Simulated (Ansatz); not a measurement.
## Cd in Ansatz: the effect of functional

Cd:

```
Cd
1.0
     2.95888    0.00000    0.00000
    -1.47944    2.56246    0.00000
     0.00000    0.00000    5.57995
Cd
2
Direct
  0.66667 0.33333 0.75000
  0.33333 0.66667 0.25000
```

The cell isn't the ideal one: volume scaled by 0.98.

Alike in all runs:

```yaml
Program: Ansatz 0.2.0
Task: single point
Potentials_or_basis: Ansatz PAW
k_mesh: 10 × 10 × 5
Occupations: fermi-dirac, width 0.05 eV
Spin: no spin polarisation
```

| functional | cutoff | pressure (GPa) |
| --- | --- | --- |
| LDA | 420 eV (not typed: the program's choice for these potentials) | -3.4 |
| r2SCAN | 500 eV (not typed: the program's choice for these potentials) | 1.8 |
| PBE | 420 eV (not typed: the program's choice for these potentials) | ? |

Question: What does the run with functional PBE give?

Answer: Pressure 4.2 GPa.

Caveats: the PAW data sets come from PBE, with cores solved anew for the run's functional, which leaves a small shift of forces and pressure (some runs).
